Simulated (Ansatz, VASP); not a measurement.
## Ta: VASP beside Ansatz

The input INCAR:

```
SYSTEM = Ta
PREC = Accurate
ENCUT = 520
EDIFF = 1E-6
ISMEAR = -1
SIGMA = 0.05
LREAL = .FALSE.
LASPH = .TRUE.
NELM = 60
ALGO = Fast
ISIF = 2
LWAVE = .FALSE.
LCHARG = .TRUE.
GGA = RP
LELF = .TRUE.
LVHAR = .TRUE.
NBANDS = 18
```

File KPOINTS:

```
Automatic mesh
0
G
  6 6 3
  0 0 0
```

Contents of POSCAR:

```
Ta
1.0
    2.9003720726      0.0000000000      0.0000000000
   -1.4501860363      2.5117958953      0.0000000000
    0.0000000000      0.0000000000      5.1662740000
Ta
2
Direct
    0.3333333333      0.6666666667      0.2500000000
    0.6666666667      0.3333333333      0.7500000000
```

File input.yaml:

```yaml
crystal:
  lattice:
    - [2.9003720726, 0.0, 0.0]
    - [-1.4501860363, 2.5117958953, 0.0]
    - [0.0, 0.0, 5.166274]
  atoms:
    - { symbol: Ta, position: [0.3333333333, 0.6666666667, 0.25] }
    - { symbol: Ta, position: [0.6666666667, 0.3333333333, 0.75] }
hamiltonian:
  xc: rpbe
  pseudopotentials: { kind: paw }
kpoints:
  mp_grid: { grid: [6, 6, 3] }
  band_path:
    path:
      - [[0.0, 0.0, 0.0], [0.5, 0.0, 0.0], [0.3333333333, 0.3333333333, 0.0], [0.0, 0.0, 0.0], [0.0, 0.0, 0.5], [0.5, 0.0, 0.5], [0.3333333333, 0.3333333333, 0.5], [0.0, 0.0, 0.5]]
      - [[0.5, 0.0, 0.5], [0.5, 0.0, 0.0]]
      - [[0.3333333333, 0.3333333333, 0.0], [0.3333333333, 0.3333333333, 0.5]]
    npoints: 14
scf:
  occupations: { method: fermi_dirac, width: 0.05 }
  n_extra_bands: 6
output:
  forces: true
  stress: true
  eigenvalues: true
  fatbands: false
  write_density: true
  write_potential: true
  elf: true
  volumetric_format: npy
```

This isn't the form of Ta at room conditions, which is bcc.

Alike in both runs: functional RPBE; k mesh 6 × 6 × 3; occupations fermi-dirac, width 0.05 eV; no spin polarisation.

|  | VASP | Ansatz |
| --- | --- | --- |
| version | VASP 6.6.1 | Ansatz 0.2.0 |
| potentials or method | VASP PAW PBE potentials, release 64 (Ta_pv) | Ansatz PAW |
| plane-wave cutoff (eV) | 520 | 420 |
| valence electrons in the cell | 22 | 26 |
| task | single point | band structure |

|  | VASP | Ansatz | Ansatz less VASP |
| --- | --- | --- | --- |
| gap on the k mesh at the Fermi level (eV) | none | none | - |
| pressure (GPa) | 2.0 | 2.0 | -0.03 |
| largest component of the traceless stress (GPa) | 0.49 | 0.49 | +0.007 |

A gap of «none» marks a metal or a gap that the smearing closes. The two sets of potentials don't hold the same shells in valence.

Caveats: the k mesh is coarse (spacing up to 0.42 Å⁻¹), so the values aren't converged; the PAW data sets were made with another functional, which shifts forces and pressure a little (VASP); spin-orbit coupling is left out, which moves the levels of the heavy elements (Ansatz); the PAW data sets come from PBE, with cores solved anew for the run's functional, which leaves a small shift of forces and pressure (Ansatz). The runs have no spin-orbit coupling, so splittings on Ta are missing.
